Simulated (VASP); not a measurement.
# CdSe (Cadmoselite) (P6_3mc) in VASP: a series of runs, part 2 of 2

VASP 6.6.1. The steps go on from the part before.

### Step 3. Relaxation of cell and atoms, HSE06

This run uses another cell than the first one, of 28.29 Å³/atom, 1.007 times its volume.

File POSCAR:

```
CdSe                                    
1.0
    4.3096852288      0.0000000000      0.0000000000
   -2.1548426144      3.7322968905     -0.0000000000
    0.0000000000      0.0000000000      7.0351851817
  Cd              Se            
     2     2
Direct
     0.3333333332999970    0.6666666667000030    0.0046653507763767
     0.6666666667000030    0.3333333332999970    0.5046653507763770
     0.3333333332999970    0.6666666667000030    0.3803346492236214
     0.6666666667000030    0.3333333332999970    0.8803346492236210
```

File INCAR.step1:

```
ALGO = Normal
EDIFF = 1E-5
ENCUT = 520
GGA = PE
ISMEAR = 0
KPAR = 4
LASPH = T
LCHARG = F
LREAL = F
LWAVE = T
NELM = 80
PREC = Accurate
SIGMA = 0.03
```

File INCAR.step2:

```
ALGO = Normal
EDIFF = 1E-6
EDIFFG = -0.01
ENCUT = 520
GGA = PE
HFSCREEN = 0.2
IBRION = 2
ISIF = 3
ISMEAR = 0
ISTART = 1
KPAR = 4
LASPH = T
LCHARG = F
LHFCALC = T
LREAL = F
LWAVE = F
NELM = 80
NSW = 25
PREC = Accurate
PRECFOCK = Fast
SIGMA = 0.03
```

File KPOINTS:

```
k-points
0
Gamma
  6 6 3
```

Potentials or basis: VASP PAW PBE potentials, release 64 (Cd, Se).

On the command line:

```console
> cat potpaw_PBE.64/Cd/POTCAR potpaw_PBE.64/Se/POTCAR > POTCAR
> cp INCAR.step1 INCAR
> mpirun -np 4 vasp_std > vasp.out
> cp INCAR.step2 INCAR
> mpirun -np 4 vasp_std > vasp.out
```

OUTCAR:

```text
EDIFF = 1E-6
   EDIFFG = -0.01
   ENCUT = 520
   GGA = PE
   HFSCREEN = 0.2
   IBRION = 2
   ISIF = 3
   ISMEAR = 0
   ISTART = 1
   LASPH = T
   LHFCALC = T
   LREAL = F
   NELM = 80
   NSW = 25
   PREC = Accurate
   PRECFOCK = Fast

 ion  position               nearest neighbor table
   1  0.333  0.667  0.005-   4 2.64   4 2.64   4 2.64   3 2.64
   2  0.667  0.333  0.505-   3 2.64   3 2.64   3 2.64   4 2.64
   3  0.333  0.667  0.380-   2 2.64   2 2.64   2 2.64   1 2.64
   4  0.667  0.333  0.880-   1 2.64   1 2.64   1 2.64   2 2.64

  LATTYP: Found a hexagonal cell.
 ALAT       =     4.3096852288
 C/A-ratio  =     1.6324127652

  Lattice vectors:

 A1 = (   4.3096852288,   0.0000000000,   0.0000000000)
 A2 = (  -2.1548426144,   3.7322968905,   0.0000000000)
 A3 = (   0.0000000000,   0.0000000000,   7.0351851817)

Analysis of symmetry for initial positions (statically):
=====================================================================
 Subroutine PRICEL returns:
 Original cell was already a primitive cell.

 Routine SETGRP: Setting up the symmetry group for a
 hexagonal supercell.

 Subroutine GETGRP returns: Found 12 space group operations
 (whereof  6 operations were pure point group operations)
 out of a pool of 24 trial point group operations.

The static configuration has the point symmetry C_3v.
 The point group associated with its full space group is C_6v.

Analysis of symmetry for dynamics (positions and initial velocities):
=====================================================================
 Subroutine PRICEL returns:
 Original cell was already a primitive cell.

 Routine SETGRP: Setting up the symmetry group for a
 hexagonal supercell.

 Subroutine GETGRP returns: Found 12 space group operations
 (whereof  6 operations were pure point group operations)
 out of a pool of 24 trial point group operations.

The dynamic configuration has the point symmetry C_3v.
 The point group associated with its full space group is C_6v.

[... 108 lines left out ...]
   IALGO  =     38    algorithm
   IMIX   =      1    mixing-type and parameters
     AMIX     =   0.40;   BMIX     =  1.00
     AMIX_MAG =   1.60;   BMIX_MAG =  1.00
  volume/ion in A,a.u.               =      28.29       190.91
  Fermi-wavevector in a.u.,A,eV,Ry     =   1.117575  2.111910 16.993313  1.248973
  Thomas-Fermi vector in A             =   2.254199
   LORBIT       =      0    0 simple, 1 ext, 2 COOP (PROOUT), +10 PAW based schemes
   GGA     = PE    functional components
   LHFCALC =     T    Hartree Fock is set to
   PRECFOCK=fast      Normal, Fast or Accurate (Low or Medium for compatibility)
   ENCUT4O =  -1.0   cutoff for four orbital integrals eV
   NKREDX  =     1    reduce k-point grid by
   NKREDY  =     1    reduce k-point grid by
   NKREDZ  =     1    reduce k-point grid by
   AEXX    =    0.2500 exact exchange contribution
   HFSCREEN=    0.2000 screening length (either q_TF or 0.3 A-1)
   HFSCREENC=   0.2000 screening length for correlation (either q_TF or 0.3 A-1)
   ENCUTFOCK=  -1.0 apply spherical cutoff to Coloumb kernel
   IVDW    =     0    specifies the selected vdW correction
   LEPSILON=     F    determine dielectric tensor
   LRPA    =     F    only Hartree local field effects (RPA)
 conjugate gradient relaxation of ions
 non-spin polarized calculation
 Gauss-broadening in eV      SIGMA  =   0.03
  energy-cutoff  :      520.00
  volume of cell :      113.16
 maximum number of plane-waves:      3062
  NGX = 18; NGY = 18; NGZ = 30

--------------------------------------- Ionic step        1  -------------------------------------------

 number of electron      35.9999989 magnetization

 Free energy of the ion-electron system (eV)
  ---------------------------------------------------
  ext. energy  EPLUGINS =         0.00000000
  ---------------------------------------------------
  free energy    TOTEN  =       -13.72025464 eV

  energy without entropy =      -13.72025464  energy(sigma->0) =      -13.72025464

------------------------ aborting loop because EDIFF is reached ----------------------------------------

  FORCE on cell =-STRESS in cart. coord.  units (eV):
  Direction    XX          YY          ZZ          XY          YZ          ZX
  --------------------------------------------------------------------------------------
  -------------------------------------------------------------------------------------
  Total        1.0907393      1.0907393      1.0485733      0.0000000      0.0000000      0.0000000
  in kB       15.4430929     15.4430929     14.8460902      0.0000000      0.0000000      0.0000000
  external PRESSURE =      15.2440920 kB  Pullay stress =       0.0000000 kB
[... 63 lines left out ...]
--------------------------------------- Ionic step        3  -------------------------------------------

 number of electron      35.9999988 magnetization

 Free energy of the ion-electron system (eV)
  ---------------------------------------------------
  ext. energy  EPLUGINS =         0.00000000
  ---------------------------------------------------
  free energy    TOTEN  =       -13.73566491 eV

  energy without entropy =      -13.73566491  energy(sigma->0) =      -13.73566491

 E-fermi :   0.2672     XC(G=0):  -7.2498

 val. band max:        0.0763662045   @ k =   0.0000   0.0000   0.0000
 cond. band min:       1.6147704473   @ k =   0.0000   0.0000   0.0000
 fundamental gap:      1.5384042428
 Fermi energy:         0.2671717240

 k-point     1 :       0.0000    0.0000    0.0000
  band No.  band energies     occupation
      1     -13.4421      2.00000
      2     -13.0642      2.00000
      3      -8.9582      2.00000
      4      -8.9513      2.00000
      5      -8.9513      2.00000
      6      -8.8897      2.00000
[... 370 lines left out ...]
  FREE ENERGIE OF THE ION-ELECTRON SYSTEM (eV)
  ---------------------------------------------------
  free  energy   TOTEN  =       -13.7356649100 eV

  energy  without entropy=      -13.7356649100  energy(sigma->0) =      -13.73566491

 reached required accuracy - stopping structural energy minimisation
```

OSZICAR.step1:

```text
N       E                     dE             d eps       ncg     rms          rms(c)
DAV:   1     0.245724303466E+03    0.24572E+03   -0.17306E+04   616   0.148E+03
DAV:   2     0.198846666663E+01   -0.24374E+03   -0.23946E+03   688   0.347E+02
DAV:   3    -0.115654506845E+02   -0.13554E+02   -0.13518E+02   730   0.821E+01
DAV:   4    -0.116871253939E+02   -0.12167E+00   -0.12165E+00   700   0.760E+00
DAV:   5    -0.116881676965E+02   -0.10423E-02   -0.10423E-02   742   0.643E-01    0.871E+00
DAV:   6    -0.109680703194E+02    0.72010E+00   -0.16361E+00   750   0.129E+01    0.684E+00
DAV:   7    -0.109356858100E+02    0.32385E-01   -0.61664E-01   718   0.437E+00    0.262E+00
DAV:   8    -0.109335792555E+02    0.21066E-02   -0.71793E-02   670   0.300E+00    0.383E-01
DAV:   9    -0.109334378612E+02    0.14139E-03   -0.10545E-02   700   0.134E+00    0.137E-01
DAV:  10    -0.109335341073E+02   -0.96246E-04   -0.11211E-03   702   0.422E-01    0.784E-02
DAV:  11    -0.109336477123E+02   -0.11361E-03   -0.27577E-04   664   0.115E-01    0.216E-02
DAV:  12    -0.109336293923E+02    0.18320E-04   -0.13480E-04   804   0.128E-01    0.992E-03
DAV:  13    -0.109336315984E+02   -0.22061E-05   -0.17321E-05   552   0.374E-02
   1 F= -.10933632E+02 E0= -.10933632E+02  d E =-.651928E-17
```

Wall time 44 min (4 MPI ranks of Intel Xeon Platinum 8488C (Sapphire Rapids), shared host); peak memory 0.37 GiB.

Results:

```
Free energy                            : -13.7357 eV
Relaxed volume                         : 29.12 Å³/atom
Relaxed cell                           : a = 4.352 Å, b = 4.352 Å, c = 7.101 Å, α = 90.00°, β = 90.00°, γ = 120.00°
Space group after relaxing (to 0.05 Å) : P6_3mc (No. 186)
Energy gained by relaxing              : 3.9 meV/atom
Ionic steps                            : 3
Pressure after relaxing                : 0.0 GPa
Largest force after relaxing           : 0.005 eV/Å
Band gap on the k mesh                 : 1.54 eV, direct
```

Forces on the atoms (eV/Å):
```
Cd   0.000  0.000 -0.005
Cd   0.000  0.000 -0.005
Se   0.000  0.000  0.005
Se   0.000  0.000  0.005
```

The path:
```
step  energy change (eV)  largest force (eV/Å)  pressure (GPa)  volume (Å³)
   1              0.0000                0.0011            1.52       113.16
   2             -0.0136                0.0064           -0.48       117.63
   3             -0.0154                0.0047            0.00       116.47
```

Final structure:
```cif
data_structure
_symmetry_space_group_name_H-M 'P 1'
_symmetry_Int_Tables_number 1
_cell_length_a 4.3518
_cell_length_b 4.3518
_cell_length_c 7.1013
_cell_angle_alpha 90.000
_cell_angle_beta 90.000
_cell_angle_gamma 120.000
_cell_volume 116.47
loop_
_atom_site_label
_atom_site_type_symbol
_atom_site_fract_x
_atom_site_fract_y
_atom_site_fract_z
_atom_site_occupancy
Cd1 Cd 0.33333 0.66667 0.00467 1
Cd2 Cd 0.66667 0.33333 0.50467 1
Se1 Se 0.33333 0.66667 0.38033 1
Se2 Se 0.66667 0.33333 0.88033 1
```

Caveat: the PAW data sets were made with another functional, which shifts forces and pressure a little. Zero-point motion and thermal expansion aren't in these numbers.
